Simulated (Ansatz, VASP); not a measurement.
**Ir in VASP and in Ansatz**

File INCAR:

```
PREC = Accurate
ENCUT = 520
EDIFF = 1E-8
ISMEAR = -1
SIGMA = 0.05
LREAL = False
LASPH = True
NELM = 100
ALGO = Normal
ISIF = 2
LWAVE = False
LCHARG = False
GGA = PE
LEFG = True
NBANDS = 10
```

File KPOINTS:

```
Automatic mesh
0
Gamma
  15 15 15
```

Contents of POSCAR:

```
Ir
1.0
    0.0000000000      1.8805114529      1.8805114529
    1.8805114529      0.0000000000      1.8805114529
    1.8805114529      1.8805114529      0.0000000000
Ir
1
Direct
    0.0000000000      0.0000000000      0.0000000000
```

Input for Ansatz:

```yaml
crystal:
  lattice:
    - [0.0, 1.8805114529, 1.8805114529]
    - [1.8805114529, 0.0, 1.8805114529]
    - [1.8805114529, 1.8805114529, 0.0]
  atoms:
    - { symbol: Ir, position: [0.0, 0.0, 0.0] }
kpoints:
  mp_grid: { grid: [15, 15, 15] }
scf:
  occupations: { method: fermi_dirac, width: 0.05 }
hamiltonian:
  xc: pbe
  pseudopotentials: { kind: all_electron, datasets: crystal }
output:
  forces: true
  stress: true
  eigenvalues: true
  efg: { contact_densities: true }
```

Change from the starting cell: volume scaled by 0.94, crystal datasets.

Alike in both runs: task electric field gradients; functional PBE; k mesh 15 × 15 × 15; occupations fermi-dirac, width 0.05 eV; no spin polarisation.

```csv
,VASP,Ansatz
version,VASP 6.6.1,Ansatz 0.2.0
potentials or method,"VASP PAW PBE potentials, release 64 (Ir)","all-electron PAW with datasets made for the crystal, scalar-relativistic"
plane-wave cutoff (eV),520,see its input
```

Ansatz gave:

```
pressure (GPa)                                                 : 37.1
Vzz of the field gradient on the site that differs most (V/Å²) : 0.0
```

Task: What did VASP give for the same quantities?

Result: Pressure (GPa): 38.2; Vzz of the field gradient on the site that differs most (V/Å²): 0.0.

Ansatz ran all-electron here, so the differences hold the error of VASP's frozen core and of both bases. Ansatz warned: «gradients_without_spin_orbit».

Caveats: so large a pressure means that the cell lies far from this level's equilibrium, or that cutoff or potentials fall short (VASP). Spin-orbit coupling is left out, which matters for the levels of Ir.
